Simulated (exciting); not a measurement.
Ti:

```
Ti
1.0
    -1.64100    1.64100    1.64100
     1.64100   -1.64100    1.64100
     1.64100    1.64100   -1.64100
Ti
1
Direct
  0.00000 0.00000 0.00000
```

This isn't the form of Ti at room conditions, which is hcp.

| Quantity | Value |
| --- | --- |
| Program | exciting (release sodium) |
| Task | single point |
| Functional | PBEsol |
| Potentials or basis | all-electron LAPW+lo, shipped species files, valence relativity iora* |
| rgkmax | 9 |
| k mesh | 11 × 11 × 11 |
| Occupations | fermi-dirac, width 0.05 eV |
| Spin | no spin polarisation |
| gmaxvr (cutoff of density and potential) | 14 1/bohr |
| lmaxapw (and lmaxmat) | 10 |
| lmaxvr | 8 |
| nempty | 12 |
| Valence relativity | iora* |
| epsengy | 1e-05 Ha |
| epspot | 1e-05 Ha |
| maxscl | 60 |
| Muffin-tin radii | Ti 2.0 bohr |

On this cell: band gap on the k mesh none (metal or under the smearing width).

The same run follows on a disturbed copy (cell strained at random at fixed volume):

```xyz
1
Lattice="-1.6651 1.6614 1.5991 1.6804 -1.7051 1.6580 1.6045 1.6445 -1.6428" Properties=species:S:1:pos:R:3 pbc="T T T"
Ti    0.0349   -0.0129   -0.0109
```

Task: What does the disturbed cell give?

Result: The energy (extrapolated to zero smearing) moves by +2.5 meV/atom; band gap on the k mesh none (metal or under the smearing width).

Caveats: the free energy is that total less TS from the occupations.
